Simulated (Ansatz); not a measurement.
Relaxing selenium (trigonal (grey) selenium)

The calculation used DFT, RPBE, plane waves (420 eV) with PAW, scalar-relativistic in Ansatz. The PAW files were generated under PBE, with cores re-solved for the functional.

k-point mesh 5×5×4, Fermi-Dirac smearing 0.05 eV, no spin polarisation. Cell and atoms relax.

Starting structure:

```
Se
1.0
     4.36620    0.00000    0.00000
    -2.18310    3.78124    0.00000
     0.00000    0.00000    4.95360
Se
3
Direct
  0.22540 0.00000 0.33333
  0.00000 0.22540 0.66667
  0.77460 0.77460 0.00000
```

Question: The pressure at the start is 4.5 GPa. By how much does the volume change?

Answer: From 27.26 to 54.20 Å³ per atom, 98.8 %. The final cell has a = 6.128 Å, c = 5.000 Å (c/a = 0.816).

Question: How much energy does the relaxation gain?

Answer: 115.1 meV per atom.

This functional, with no dispersion term, lets the cell expand far past the measured one.
